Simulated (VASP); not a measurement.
# KTaO3 in VASP: one cell, several levels of theory

An exercise on one series of results from a longer session: the logs are not shown, and one member is left open.

The runs shown are made with VASP 6.6.1. PAW datasets, plane waves. The values are computed, spin-unpolarised, and not measurements.

### Starting point

The cell comes from an earlier relaxation with r2SCAN in another program.

It is cubic, Pm-3m (No. 221); a = 3.990 Å in the conventional setting, 12.71 Å³ an atom. K has 12 O at 2.82 Å; Ta has 6 O at 2.00 Å; O has 2 Ta at 2.00 Å and 4 K at 2.82 Å.

The structure in full:

```xyz
5
Lattice="3.9901 0.0000 0.0000 0.0000 3.9901 0.0000 0.0000 0.0000 3.9901" Properties=species:S:1:pos:R:3 pbc="T T T"
K     0.0000    0.0000    0.0000
Ta    1.9951    1.9951    1.9951
O     1.9951    1.9951    0.0000
O     1.9951    0.0000    1.9951
O     0.0000    1.9951    1.9951
```

Set-up of the first run:

File INCAR:

```
ENCUT = 520.000000
SIGMA = 0.020000
EDIFF = 1.00e-07
GGA = PE
PREC = Accurate
IBRION = -1
ISIF = 2
ISMEAR = -1
NBANDS = 27
NELM = 120
NSW = 0
LASPH = .TRUE.
LCHARG = .FALSE.
LWAVE = .FALSE.
LREAL = .FALSE.
```

File KPOINTS:

```
KPOINTS created by Atomic Simulation Environment
0
Gamma
6 6 6
0 0 0
```

File KPOINTS_OPT:

```
special points
4
Reciprocal
0.0000000000 0.0000000000 0.0000000000 1
0.0000000000 0.5000000000 0.0000000000 1
0.5000000000 0.5000000000 0.0000000000 1
0.5000000000 0.5000000000 0.5000000000 1
```

File POSCAR:

```
K  Ta O
 1.0000000000000000
     3.9901311115727016    0.0000000000000000    0.0000000000000000
     0.0000000000000000    3.9901311115727016    0.0000000000000000
     0.0000000000000000    0.0000000000000000    3.9901311115727016
 K   Ta  O
   1   1   3
Cartesian
 -0.0000000000000000 -0.0000000000000000 -0.0000000000000000
  1.9950655557863506  1.9950655557863506  1.9950655557863506
  1.9950655557863506  1.9950655557863506  0.0000000000000000
  1.9950655557863506 -0.0000000000000000  1.9950655557863506
  0.0000000000000000  1.9950655557863506  1.9950655557863506
```

Potentials: the recommended PBE PAW datasets, 38 valence electrons in the neutral cell.

Started as:

```sh
$ mpirun -np 1 vasp_std
```

Steps of the session up to this table: Single point with PBE; Single point with r2SCAN; LDA; PBEsol; PBE+SOC at this geometry.

One of the session's tables, all rows but one given; the rest of the session is left out.

```
  level  gap (eV)
    PBE         ?
 r2SCAN      2.59
    LDA      2.02
 PBEsol      2.08
PBE+SOC      2.00
```

**Question.** Estimate the row for PBE.

The run gave: gap (eV): 2.17. In the column «gap (eV)» it lies between PBEsol (2.08) and r2SCAN (2.59).

The gap runs from 2.00 eV (PBE+SOC) to 2.59 eV (r2SCAN).
